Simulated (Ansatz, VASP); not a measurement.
## Two plane-wave programs on BN

```xyz
4
Lattice="2.5412 0.0000 0.0000 -1.2706 2.2007 0.0000 0.0000 0.0000 4.2694" Properties=species:S:1:pos:R:3 pbc="T T T"
B     1.2706    0.7336    4.2686
B     0.0000    1.4671    2.1339
N     1.2706    0.7336    2.6187
N     0.0000    1.4671    0.4840
```

Alike in both runs: task single point; functional PBE; k mesh 12 × 12 × 6; occupations gaussian, width 0.05 eV; no spin polarisation.

```csv
,VASP,Ansatz
version,VASP 6.6.1,Ansatz 0.2.0
potentials or method,"VASP PAW PBE potentials, release 64 (B, N)","scalar-relativistic, plane waves, PAW"
plane-wave cutoff (eV),520,520
valence electrons in the cell,16,16
```

Ansatz gave:

| Item | Value |
| --- | --- |
| gap on the k mesh at the Fermi level (eV) | 5.55 |
| least direct gap on the mesh (eV) | 7.48 |
| pressure (GPa) | 1.8 |
| largest component of the traceless stress (GPa) | 8.40 |
| rms of the force components (eV/Å) | 0.551 |

**Question.** Which values does VASP return?

**Answer.** gap on the k mesh at the Fermi level (eV): 5.54; least direct gap on the mesh (eV): 7.47; pressure (GPa): 2.0; largest component of the traceless stress (GPa): 8.59; rms of the force components (eV/Å): 0.556.

Atom by atom the forces differ by 0.005 eV/Å (rms over components).

A k mesh can miss the band edges.
